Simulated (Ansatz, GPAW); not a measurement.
# butane-1,4-dithiol between two Pt chains: relaxation, then transmission at several levels, part 2 of 4

How well does butane-1,4-dithiol between two Pt chains conduct once its atoms have relaxed, and how much do cheaper levels lose?

GPAW 26.7.0 and Ansatz 0.2.0; Ansatz plane waves; relaxation of the junction with the lead ends held; PAW set soft_1 (the session's first sound run).

So far. Step 2 (Relaxation): The relaxation lowered the energy of the cell by 2.00 eV.

### Step 3. Plane-wave reference (PBE)

Plane waves give the reference curve, free of the bias of atom-centred orbitals.

This step: Ansatz plane waves; Landauer transmission by layers, zero bias; PAW set soft_1 (Ansatz 0.2.0).

Input file input.yaml:

```yaml
crystal:
  lattice:
    - [10.9936086845, 0.0, 0.0]
    - [0.0, 9.3807218655, 0.0]
    - [0.0, 0.0, 44.9595903465]
  atoms:
    - { symbol: Pt, position: [0.5, 0.5, 0.0266906347] }
    - { symbol: Pt, position: [0.5, 0.5, 0.080071904] }
    - { symbol: Pt, position: [0.5, 0.5, 0.1334531733] }
    - { symbol: Pt, position: [0.5, 0.5, 0.1868344426] }
    - { symbol: Pt, position: [0.5, 0.5, 0.2402157119] }
    - { symbol: Pt, position: [0.5, 0.5, 0.2935969812] }
    - { symbol: Pt, position: [0.437817913, 0.3799314098, 0.3377034004] }
    - { symbol: Pt, position: [0.5380773527, 0.4138137162, 0.3846705383] }
    - { symbol: S, position: [0.5116554214, 0.3470082572, 0.4299814108] }
    - { symbol: H, position: [0.539137547, 0.5870826822, 0.4501635659] }
    - { symbol: C, position: [0.4833024214, 0.494988563, 0.4564177997] }
    - { symbol: H, position: [0.6084971751, 0.4099183556, 0.4891501772] }
    - { symbol: H, position: [0.3869798984, 0.5247544545, 0.4542812691] }
    - { symbol: C, position: [0.5124370158, 0.4426658147, 0.4880602824] }
    - { symbol: H, position: [0.4580503184, 0.3468416074, 0.4928848546] }
    - { symbol: H, position: [0.5419415327, 0.653013699, 0.5071116437] }
    - { symbol: C, position: [0.4875696761, 0.5571787295, 0.5119367274] }
    - { symbol: H, position: [0.6130636032, 0.4751763534, 0.5457172022] }
    - { symbol: H, position: [0.3915040953, 0.5899089017, 0.5108493085] }
    - { symbol: C, position: [0.5167231186, 0.5048573916, 0.5435778142] }
    - { symbol: H, position: [0.4609486847, 0.4127046678, 0.549827021] }
    - { symbol: S, position: [0.4882395615, 0.6527586843, 0.5700240304] }
    - { symbol: Pt, position: [0.461918391, 0.5860560646, 0.6153447335] }
    - { symbol: Pt, position: [0.562512361, 0.6196636024, 0.6622769538] }
    - { symbol: Pt, position: [0.5, 0.5, 0.7064030188] }
    - { symbol: Pt, position: [0.5, 0.5, 0.7597842881] }
    - { symbol: Pt, position: [0.5, 0.5, 0.8131655574] }
    - { symbol: Pt, position: [0.5, 0.5, 0.8665468267] }
    - { symbol: Pt, position: [0.5, 0.5, 0.919928096] }
    - { symbol: Pt, position: [0.5, 0.5, 0.9733093653] }
kpoints:
  mp_grid: { grid: [1, 1, 2] }
hamiltonian:
  xc: pbe
  pseudopotentials: { kind: paw, azcp: { folder: soft_1 } }
scf:
  occupations: { method: fermi_dirac, width: 0.1 }
output:
  transmission:
    leads: [[0, 1]]
    e_range: [-2, 2]
    de: 0.025
    kmesh: [1, 1]
    reduced_basis: true
  write_potential: true
  write_density: true
  volumetric_format: npy
  elf: true
```

Launch:

```bash
ansatz run input.yaml --threads 4 --pin off --max-ram 8192MiB --backend cpu --events-out ev --progress --plain --runs-dir out
```

Numbers of over 12 decimals in the logs are rounded to 6 here.

What it wrote:

```text
[...]
Crystal: 30 atoms, lattice volume = 4636.592 Å³
Basis set: ecut = 420 eV, 90725 PW (Γ)
Bands: 195, of which v1, the nominal top of the filled ones, is band 162 counted from 1 (161 counted from 0)
Symmetry: 1 space group operations
[...]
k-points: 2
[...]
SCF iter   1: F=—  HF=-203304.317208 eV  |F-HF|=—  |Δ(HF+E_count)|=         —  Δρ=2.91e-2  dr2=4.47e1  ethr=3.10e-3  ⟨swp⟩=8.5  Hψ=1660  notcnv=0  defer=8
[...]
SCF iter  14: F=-203292.207537 eV  HF=-203292.207537 eV  |F-HF|=3.87e-9  |Δ(HF+E_count)|=   1.52e-7  Δρ=7.79e-7  dr2=5.81e-8  ethr=3.09e-11  ⟨swp⟩=17.5  Hψ=1482  notcnv=0
SCF 1 converged in 14 iterations: F = -203292.207537 eV  dr2 = 5.81e-8
[...]
transmission: 8 of 73 steps passed
transmission: 15 of 73 steps passed
[...]
transmission: 73 of 73 steps passed
WARN: The input density's exchange-correlation potential varies sharply where the density is thin. Do not read a vacuum level from v_tot or v_xc, or from such a field of the output density. On a cell that repeats whose density bears no net charge and no dipole along the vacuum's axis use v_es (v_loc + v_h of the components); under efield.dipole_correction with no amplitude use v_es + v_field, which holds any external [...]
SCF converged after 14 iterations
the last check of whether an eigenvalue changes by more than its tolerance under the output density was not made (no_room)
Free energy (F): -203292.207537 eV
[...]
Internal energy: -203291.141938 eV  (E = F + TS)
E sigma→0 (E₀):  -203291.674737 eV
Entropy (-TS):   -1.065598 eV (-35.520 meV/atom)
Fermi energy:    -4.096980 eV
[...]
--- Band table (eV) ---
  k-point 0: bands = [... 158 lower, -4.2927, -4.2397, -4.2107, -4.1931, -4.0620, -3.9843, -3.9284, -3.8952, ... 29 higher]
  k-point 1: bands = [... 158 lower, -4.2891, -4.2290, -4.2097, -4.1940, -4.0685, -3.9903, -3.9300, -3.8832, ... 29 higher]
--- Transmission ---
  basis      : 911 plane waves across, 73 finite elements along
  points     : 1, standing for a mesh of 1 x 1
  filling    : by the input's occupations and mesh, since the crystals that have channels conduct as metals do. If one of these is a semiconductor, that mesh has misplaced its level
  energies   : 161 from -2.000000 to 2.000000 eV about the Fermi level, 0.025000 eV apart; the leads are filled to 0.000000 eV, and channels, transmission and decay are at 0.000000 eV
  crystal 0  : Pt1, at the sites [0, 1], period 2.4000 Å, over 28.80 Å; its Hamiltonian steps by up to 21.2 meV
    offset         : up to 0.0000 Å between an atom of the period and one for which it stands
    filled         : 3.5 meV under the level at which it is neutral
    channels       : 4.000000e0 a spin
    conductance    : 3.0052e14 S/m² at 300 K; may be off by some 0.0 % by where its bands' edges are placed, 0.0 % from the distance to neutral
  junction   : crystal 0 to crystal 0, 0.70 to 43.26 Å
    transmission   : 6.651409e-3 a spin
    conductance    : 5.8111e11 S/m² at 300 K (5.8075e11 on every other energy)
    error estimate : 0.1 % from the energy spacing and 0.0 % from band edges of the leads and from resonances (wavevectors taken as independent; lower de), 21.4 % from the steps of its leads' Hamiltonians or their offsets (lay more layers), 0.8 % from the distance to neutral
    resistance     : 1.7175e0 Ω µm² beyond half of each lead's own
```

It took 66 min on 4 threads of Arm Neoverse V2, shared host; peak memory 7.2 GiB.

The column dr2 measures how far the density is from self-consistency, as an energy; F and HF (Harris–Foulkes) agree once it is small.

Numbers from this step:

```yaml
free_energy: -203292.2075 eV
lead_level: 0 eV from the Fermi level
transmission_at_the_fermi_level_one_spin: 0.006651
open_channels_of_the_lead_at_the_fermi_level_one_spin: 4
step_of_the_potential_along_the_lead: 21.2 meV
offset_of_the_lead: 0 Å
filling_of_the_lead_less_its_bulk_value_in_size: 3.5 meV
conductance: 0.007735 G₀
```

One spin. Transmission, zone mean against energy, zero at the Fermi level:

| energy (eV) | transmission, zone mean |
| --- | --- |
| -2.000 | 0.00263 |
| -1.900 | 0.00210 |
| -1.800 | 0.00369 |
| -1.700 | 0.0610 |
| -1.625 | 0.910 |
| -1.600 | 0.370 |
| -1.500 | 0.117 |
| -1.400 | 0.0168 |
| -1.300 | 0.0238 |
| -1.200 | 0.112 |
| -1.150 | 0.232 |
| -1.100 | 0.146 |
| -1.000 | 0.0398 |
| -0.900 | 0.0346 |
| -0.800 | 0.0370 |
| -0.700 | 0.0466 |
| -0.600 | 0.0370 |
| -0.500 | 0.0393 |
| -0.400 | 0.0483 |
| -0.300 | 0.0368 |
| -0.200 | 0.0328 |
| -0.100 | 0.0102 |
| 0.000 | 0.00665 |
| 0.100 | 0.0132 |
| 0.200 | 0.0294 |
| 0.300 | 0.0631 |
| 0.400 | 0.0376 |
| 0.500 | 0.0251 |
| 0.600 | 0.0205 |
| 0.700 | 0.0200 |
| 0.800 | 0.0288 |
| 0.900 | 0.0410 |
| 1.000 | 0.0313 |
| 1.100 | 0.0218 |
| 1.200 | 0.0152 |
| 1.300 | 0.0110 |
| 1.400 | 0.00820 |
| 1.500 | 0.00640 |
| 1.600 | 0.00518 |
| 1.700 | 0.00435 |
| 1.800 | 0.00377 |
| 1.900 | 0.00338 |
| 2.000 | 0.00311 |

One spin. The open channels, zone mean by energy, zero at the Fermi level:

energy (eV), open channels, zone mean and a bar from the least value:
```
   -2.000       3.00 ############
   -1.900       3.00 ############
   -1.800       3.00 ############
   -1.700       3.00 ############
   -1.600       4.00 ##################
   -1.500       4.00 ##################
   -1.400       6.00 ##############################
   -1.300       6.00 ##############################
   -1.200       6.00 ##############################
   -1.100       6.00 ##############################
   -1.000       6.00 ##############################
   -0.900       6.00 ##############################
   -0.800       6.00 ##############################
   -0.700       6.00 ##############################
   -0.600       6.00 ##############################
   -0.500       6.00 ##############################
   -0.400       4.00 ##################
   -0.300       4.00 ##################
   -0.200       4.00 ##################
   -0.100       4.00 ##################
    0.000       4.00 ##################
    0.100       4.00 ##################
    0.200       4.00 ##################
    0.300       3.00 ############
    0.400       3.00 ############
    0.500       3.00 ############
    0.600       3.00 ############
    0.700       3.00 ############
    0.800       2.00 ######
    0.900       1.00 
    1.000       1.00 
    1.100       1.00 
    1.200       1.00 
    1.300       1.00 
    1.400       1.00 
    1.500       1.00 
    1.600       1.00 
    1.700       1.00 
    1.800       1.00 
    1.900       1.00 
    2.000       1.00
```

Crystal 0, spin -, k parallel (0, 0); distinct values, listed up to 1.5 1/Å. Table of Im kz of the slowest decaying states by energy, zero at the Fermi level:

| energy (eV) | decay 1 (Å⁻¹) | decay 2 (Å⁻¹) | decay 3 (Å⁻¹) | decay 4 (Å⁻¹) |
| --- | --- | --- | --- | --- |
| -2.000 | 0.384 | 0.613 | 0.613 | 1.38 |
| -1.800 | 0.270 | 0.502 | 0.502 | 1.36 |
| -1.600 | 0.344 | 0.344 | 1.34 | 1.36 |
| -1.400 | 1.32 | 1.34 | 1.38 | 1.47 |
| -1.200 | 1.30 | 1.32 | 1.36 | 1.45 |
| -1.000 | 1.28 | 1.30 | 1.34 | 1.43 |
| -0.800 | 1.26 | 1.28 | 1.32 | 1.41 |
| -0.600 | 1.24 | 1.26 | 1.30 | 1.39 |
| -0.400 | 0.107 | 0.107 | 1.22 | 1.24 |
| -0.200 | 0.352 | 1.20 | 1.22 | 1.26 |
| 0.000 | 0.471 | 1.18 | 1.20 | 1.23 |
| 0.200 | 0.555 | 1.16 | 1.18 | 1.21 |
| 0.400 | 0.142 | 0.621 | 1.13 | 1.15 |
| 0.600 | 0.242 | 0.674 | 1.11 | 1.13 |
| 0.800 | 0.0238 | 0.309 | 0.719 | 1.09 |
| 1.000 | 0.113 | 0.116 | 0.360 | 0.758 |
| 1.200 | 0.155 | 0.156 | 0.403 | 0.792 |
| 1.400 | 0.182 | 0.183 | 0.439 | 0.821 |
| 1.600 | 0.201 | 0.202 | 0.469 | 0.848 |
| 1.800 | 0.215 | 0.215 | 0.496 | 0.871 |
| 2.000 | 0.223 | 0.224 | 0.520 | 0.892 |

Crystal 0, spin -, k parallel (0, 0). Table of Re kz of states that move upwards by energy, zero at the Fermi level:

| energy (eV) | channel 1 (Å⁻¹) | channel 2 (Å⁻¹) | channel 3 (Å⁻¹) | channel 4 (Å⁻¹) | channel 5 (Å⁻¹) | channel 6 (Å⁻¹) |
| --- | --- | --- | --- | --- | --- | --- |
| -2.0000 | -0.642 | -0.640 | 0.726 | - | - | - |
| -1.7500 | -0.592 | -0.591 | 0.752 | - | - | - |
| -1.5000 | -0.545 | -0.543 | 0.202 | 0.779 | - | - |
| -1.2500 | -0.498 | -0.496 | 0.371 | 0.385 | 0.385 | 0.807 |
| -1.0000 | -0.452 | -0.450 | 0.486 | 0.616 | 0.616 | 0.839 |
| -0.7500 | -0.406 | -0.405 | 0.577 | 0.823 | 0.823 | 0.876 |
| -0.5000 | -0.360 | -0.359 | 0.653 | 0.922 | 1.08 | 1.08 |
| -0.2500 | -0.313 | -0.312 | 0.716 | 0.982 | - | - |
| 0.0000 | -0.264 | -0.263 | 0.766 | 1.07 | - | - |
| 0.2500 | -0.212 | -0.210 | 0.806 | 1.21 | - | - |
| 0.5000 | -0.151 | -0.148 | 0.840 | - | - | - |
| 0.7500 | -0.0594 | -0.0540 | 0.869 | - | - | - |
| 1.0000 | 0.895 | - | - | - | - | - |
| 1.2500 | 0.919 | - | - | - | - | - |
| 1.5000 | 0.942 | - | - | - | - | - |
| 1.7500 | 0.963 | - | - | - | - | - |
| 2.0000 | 0.985 | - | - | - | - | - |

The electrostatic potential energy of an electron (with the applied field's), less the Fermi level, planar mean oscillates, so the rows of the table below give means over windows of 1 Å about each position, cut where the curve ends. Its first 14 maxima inside the range that stand out by 2 % of the span (Å: eV): 2.4: 5.80, 4.8: 5.79, 7.2: 5.76, 9.6: 5.72, 11.9: 5.64, 14.2: 5.14, 16.3: 5.10, 18.4: 5.02, 21.2: 4.61, 22.5: 3.97, 23.7: 4.61, 26.6: 5.02, 28.7: 5.09, 30.8: 5.14. Its first 14 minima: 1.3: 4.31, 3.7: 4.31, 6.0: 4.29, 8.4: 4.24, 10.8: 4.20, 13.2: 4.03, 15.2: 3.89, 17.3: 3.78, 20.4: 3.77, 22.1: 3.66, 22.9: 3.66, 24.6: 3.77, 27.7: 3.78, 29.8: 3.89.

Table of electrostatic potential energy of an electron (with the applied field's), less the Fermi level, planar mean by z; means over each step:

| z (Å) | electrostatic potential energy of an electron (with the applied field's), less the Fermi level, planar mean (eV) |
| --- | --- |
| 0 | 5.62 |
| 1 | 4.57 |
| 2 | 5.33 |
| 3 | 5.06 |
| 4 | 4.77 |
| 5 | 5.53 |
| 6 | 4.47 |
| 7 | 5.50 |
| 8 | 4.73 |
| 9 | 4.98 |
| 10 | 5.24 |
| 11 | 4.46 |
| 12 | 5.46 |
| 13 | 4.32 |
| 14 | 4.80 |
| 15 | 4.14 |
| 16 | 4.76 |
| 17 | 4.13 |
| 18 | 4.56 |
| 19 | 4.40 |
| 20 | 3.98 |
| 21 | 4.32 |
| 22 | 3.89 |
| 23 | 3.91 |
| 24 | 4.30 |
| 25 | 3.99 |
| 26 | 4.44 |
| 27 | 4.52 |
| 28 | 4.17 |
| 29 | 4.73 |
| 30 | 4.17 |
| 31 | 4.78 |
| 32 | 4.36 |
| 33 | 5.45 |
| 34 | 4.43 |
| 35 | 5.29 |
| 36 | 4.92 |
| 37 | 4.78 |
| 38 | 5.48 |
| 39 | 4.47 |
| 40 | 5.56 |
| 41 | 4.73 |
| 42 | 5.11 |
| 43 | 5.27 |
| 44 | 4.60 |

The valence density, planar mean oscillates, so the rows of the table below give means over windows of 2.39 Å about each position, cut where the curve ends. Its first 14 maxima inside the range that stand out by 2 % of the span (Å: e/Å³): 1.3: 0.153, 3.7: 0.154, 6.0: 0.154, 8.4: 0.155, 10.8: 0.155, 13.2: 0.155, 15.2: 0.155, 17.3: 0.156, 20.4: 0.0588, 22.2: 0.0588, 22.8: 0.0588, 24.6: 0.0588, 27.7: 0.156, 29.8: 0.155. Its first 14 minima: 2.4: 0.0176, 4.8: 0.0177, 7.2: 0.0178, 9.6: 0.0178, 11.9: 0.0181, 14.2: 0.0298, 16.3: 0.0246, 18.4: 0.0241, 21.2: 0.0270, 22.5: 0.0547, 23.7: 0.0270, 26.6: 0.0241, 28.7: 0.0247, 30.8: 0.0298.

The valence density, planar mean by z; means over each step:

z (Å), valence density, planar mean (e/Å³) and a bar from the least value:
```
     1.20      0.073 ###################
     3.58      0.073 ###################
     5.97      0.073 ###################
     8.36      0.073 ###################
    10.75      0.073 ###################
    13.14      0.075 #####################
    15.53      0.079 #######################
    17.92      0.075 ####################
    20.31      0.043 
    22.70      0.047 ###
    25.09      0.043 
    27.48      0.076 #####################
    29.87      0.078 #######################
    32.26      0.074 ####################
    34.65      0.073 ###################
    37.04      0.073 ###################
    39.43      0.073 ###################
    41.82      0.073 ###################
    44.21      0.089 ##############################
```

Valence density in the cb plane at fractional x = 0.500, with atoms of Pt and S and C within 0.2 Å of it. It is the smooth field of the valence electrons, not physical close to the nuclei.

Values in units of 1e0 e/Å³, 13 rows by 16 columns, each cell a mean:
```
0.0 0.0 0.0 0.0 0.0 0.0 0.0 0.0 0.0 0.0 0.0 0.0 0.0 0.0 0.0 0.0
0.0 0.0 0.0 0.0 0.0 0.0 0.0 0.0 0.0 0.0 0.0 0.0 0.0 0.0 0.0 0.0
0.0 0.0 0.0 0.0 0.0 0.0 0.0 0.0 0.0 0.0 0.0 0.0 0.1 0.1 0.0 0.0
0.0 0.0 0.0 0.0 0.0 0.0 0.0 0.0 0.0 0.0 0.1 0.1 0.4 0.9 0.3 0.3
0.2 0.2 0.0 0.0 0.0 0.0 0.0 0.1 0.1 0.1 0.9 0.3 0.7 0.8 1.1 3.2
3.0 2.2 0.1 0.0 0.1 0.1 0.0 0.6 0.9 0.3 1.5 1.2 1.1 0.7 1.4 5.6
6.6 4.9 0.4 0.3 1.3 1.4 0.2 0.8 1.6 1.3 1.2 1.2 1.3 0.2 0.3 1.0
1.7 1.3 1.8 1.4 3.8 4.0 0.8 1.0 0.8 1.5 0.6 0.3 0.8 0.1 0.0 0.1
0.1 0.2 1.5 1.1 1.2 1.3 0.9 0.8 0.2 0.5 0.2 0.0 0.1 0.0 0.0 0.0
0.0 0.0 0.2 0.2 0.1 0.1 0.5 0.6 0.1 0.1 0.0 0.0 0.0 0.0 0.0 0.0
0.0 0.0 0.0 0.0 0.0 0.0 0.0 0.1 0.0 0.0 0.0 0.0 0.0 0.0 0.0 0.0
0.0 0.0 0.0 0.0 0.0 0.0 0.0 0.0 0.0 0.0 0.0 0.0 0.0 0.0 0.0 0.0
0.0 0.0 0.0 0.0 0.0 0.0 0.0 0.0 0.0 0.0 0.0 0.0 0.0 0.0 0.0 0.0
```
Columns run along c (16.0 Å, from fractional 0.28 to 0.63 of the cell), rows up along b (9.4 Å). Atoms in or near the plane, at fractional coordinates: Pt at (0.29, 0.50), S at (0.43, 0.35), C at (0.46, 0.49), C at (0.49, 0.44), C at (0.51, 0.56), C at (0.54, 0.50), S at (0.57, 0.65).

ELF in the cb plane at fractional x = 0.500, with atoms of Pt and S and C within 0.2 Å of it. It is the smooth field of the valence electrons, not physical close to the nuclei.

Values, 13 rows by 16 columns, each cell a mean:
```
0.00 0.00 0.00 0.00 0.00 0.01 0.05 0.02 0.00 0.00 0.01 0.02 0.01 0.00 0.00 0.00
0.00 0.00 0.00 0.01 0.01 0.05 0.34 0.17 0.01 0.03 0.04 0.10 0.06 0.00 0.00 0.00
0.00 0.03 0.00 0.13 0.18 0.12 0.78 0.59 0.11 0.16 0.13 0.27 0.14 0.02 0.01 0.03
0.02 0.38 0.09 0.41 0.72 0.15 0.85 0.73 0.34 0.34 0.26 0.39 0.23 0.13 0.08 0.15
0.10 0.84 0.39 0.40 0.85 0.25 0.56 0.41 0.45 0.46 0.36 0.48 0.32 0.31 0.23 0.31
0.10 0.83 0.57 0.42 0.42 0.70 0.77 0.61 0.44 0.50 0.36 0.41 0.37 0.50 0.32 0.50
0.30 0.55 0.64 0.63 0.69 0.60 0.57 0.20 0.36 0.40 0.27 0.31 0.41 0.57 0.36 0.57
0.61 0.77 0.60 0.52 0.35 0.54 0.88 0.11 0.24 0.26 0.11 0.14 0.32 0.42 0.29 0.46
0.43 0.60 0.19 0.87 0.43 0.31 0.76 0.08 0.07 0.09 0.02 0.05 0.23 0.24 0.18 0.29
0.77 0.88 0.14 0.58 0.34 0.05 0.23 0.01 0.01 0.02 0.00 0.02 0.10 0.09 0.05 0.12
0.47 0.69 0.10 0.08 0.07 0.00 0.01 0.00 0.00 0.00 0.00 0.00 0.02 0.02 0.01 0.02
0.10 0.22 0.03 0.00 0.00 0.00 0.00 0.00 0.00 0.00 0.00 0.00 0.00 0.00 0.00 0.00
0.01 0.02 0.00 0.00 0.00 0.00 0.00 0.00 0.00 0.00 0.00 0.00 0.00 0.00 0.00 0.00
```
Columns run along c (16.0 Å, from fractional 0.41 to 0.77 of the cell), rows up along b (9.4 Å). Atoms in or near the plane, at fractional coordinates: S at (0.43, 0.35), C at (0.46, 0.49), C at (0.49, 0.44), C at (0.51, 0.56), C at (0.54, 0.50), S at (0.57, 0.65), Pt at (0.71, 0.50), Pt at (0.76, 0.50).

Electrostatic potential energy in the cb plane at fractional x = 0.500, with atoms of Pt and S and C within 0.2 Å of it. With pseudopotentials it is smooth inside the atoms' cores, unlike the true potential.

Ten even steps from '0' (-49 eV) to '9' (2 eV), each cell a mean:
```
99999999999999999999999999999999999999999999
99999999999999999999999999999999999999999999
99999999999999999999999999999999999999999999
99999999999999999999999999999999999999999999
99999999999999999999999999999999999999999999
99999999999999999999999999998889999999999999
99999999999999999999999999974237899999988899
99999999999999999999988999850104876578864478
99999999999999899999866799840103730026740148
99999999999998778999720378763126610004741147
99999999999998535888600153247778720015875577
99998767899997101665532450027999864358998887
77886201589886202510267862048999998889999997
23674000277445656610179987568999999999999998
01474000364001688853589999889999999999999999
12687423672010589987799999999999999999999999
67899888884112799999999999999999999999999999
99999999998657899999999999999999999999999999
99999999999999999999999999999999999999999999
99999999999999999999999999999999999999999999
99999999999999999999999999999999999999999999
99999999999999999999999999999999999999999999
99999999999999999999999999999999999999999999
99999999999999999999999999999999999999999999
```
Columns run along c (16.0 Å, from fractional 0.33 to 0.69 of the cell; values clipped at the 3rd and 97th percentile), rows up along b (9.4 Å). Atoms in or near the plane, at fractional coordinates: S at (0.43, 0.35), C at (0.46, 0.49), C at (0.49, 0.44), C at (0.51, 0.56), C at (0.54, 0.50), S at (0.57, 0.65).

The largest of the program's own error estimates on the conductance is 21 %. T at the Fermi level is 0.00665 of 4 open channels a spin, without spin-orbit coupling, which is large for these atoms.

(Part 2 of 4 ends here.)

[Logs are printed without paths, hosts, clocks, repeated set-up lines and the standing remarks that a program may print on its own settings, such as how far it seeks lower states.]

[Hosts, paths, dates, database ids (printed as entryN), source tags and the programs' standing remarks are cut or masked in the printed files.]
